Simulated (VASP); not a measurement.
A run of VASP 6.6.1 is set up as follows.

File POSCAR:

```
CdSe
1.0
    4.2819863405      0.0000000000      0.0000000000
   -2.1409931703      3.7083089495      0.0000000000
    0.0000000000      0.0000000000      6.9813198500
Cd Se
2 2
Direct
    0.3333333333      0.6666666667      0.0045324400
    0.6666666667      0.3333333333      0.5045324400
    0.3333333333      0.6666666667      0.3804675600
    0.6666666667      0.3333333333      0.8804675600
```

File INCAR.step1:

```
PREC     = Accurate       # precision mode
ENCUT    = 520            # plane-wave cutoff, eV
ISMEAR   = -1             # smearing method
SIGMA    = 0.02           # smearing width, eV
LREAL    = F              # projectors in reciprocal space
LASPH    = T              # aspherical terms in the spheres
NELM     = 60             # most SCF steps
NBANDS   = 26             # bands
GGA      = PE             # functional
ALGO     = Normal         # electronic algorithm
EDIFF    = 1E-4           # SCF threshold, eV
LWAVE    = T              # write WAVECAR
LCHARG   = F              # write CHGCAR
```

File INCAR.step2:

```
PREC     = Accurate       # precision mode
ENCUT    = 520            # plane-wave cutoff, eV
EDIFF    = 1E-6           # SCF threshold, eV
ISMEAR   = -1             # smearing method
SIGMA    = 0.02           # smearing width, eV
LREAL    = F              # projectors in reciprocal space
LASPH    = T              # aspherical terms in the spheres
NELM     = 60             # most SCF steps
ALGO     = Normal         # electronic algorithm
ISIF     = 2              # what is computed and relaxed
LWAVE    = F              # write WAVECAR
LCHARG   = F              # write CHGCAR
METAGGA  = R2SCAN         # meta-GGA
LMIXTAU  = T            
NBANDS   = 26             # bands
ISTART   = 1
```

File KPOINTS:

```
Automatic mesh
0
Gamma
  6 6 4
```

Potentials or basis: VASP PAW PBE potentials, release 64 (Cd, Se).

Launch:

```sh
$ cat potpaw_PBE.64/Cd/POTCAR potpaw_PBE.64/Se/POTCAR > POTCAR
$ cp INCAR.step1 INCAR
$ mpirun -np 1 vasp_std > vasp.out
$ cp INCAR.step2 INCAR
$ mpirun -np 1 vasp_std > vasp.out
```

(1) Predict the pressure.

(2) What does it give for the largest force?

Results:

(1) 2.6 GPa.

(2) 0.005 eV/Å.

Caveat: the PAW data sets were made with another functional, which shifts forces and pressure a little.

**What was measured.**

From a printed reference work, data compilation, for a bulk crystal of CdSe at 2 K: band gap 1.841 eV.

A measured gap of CdSe is 1.841 eV (2 K; a printed reference work, data compilation); the calculated 1.19 eV misses it by -0.65 eV. Spin-orbit coupling on Cd, Se is left out. The value is that of r2SCAN, without temperature or zero-point motion.
